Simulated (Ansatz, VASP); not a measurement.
**CdSe in VASP and in Ansatz**

```
Cd Se
1.0
     0.00000    2.98390    2.98390
     3.07601    0.00000    2.98390
     3.07601    2.98390    0.00000
Cd Se
1 1
Direct
  0.00000 0.00000 0.00000
  0.75000 0.75000 0.75000
```

Alike in both runs: task single point; functional PBE; k mesh 10 × 10 × 10; occupations gaussian, width 0.05 eV; no spin polarisation.

|  | VASP | Ansatz |
| --- | --- | --- |
| version | VASP 6.6.1 | Ansatz 0.2.0 |
| potentials or method | VASP PAW PBE potentials, release 64 (Cd, Se) | scalar-relativistic, plane waves, PAW |
| plane-wave cutoff (eV) | 520 | 420 |
| valence electrons in the cell | 18 | 36 |

VASP gave:

```
gap on the k mesh at the Fermi level (eV)       : 0.63
least direct gap on the mesh (eV)               : 0.63
pressure (GPa)                                  : 4.8
largest component of the traceless stress (GPa) : 0.28
```

What did Ansatz give for the same quantities?

gap on the k mesh at the Fermi level (eV): 0.63; least direct gap on the mesh (eV): 0.63; pressure (GPa): 4.4; largest component of the traceless stress (GPa): 0.29.

With one functional, cell and mesh, what is left measures potentials, basis and numerics. The two sets of potentials don't hold the same shells in valence.
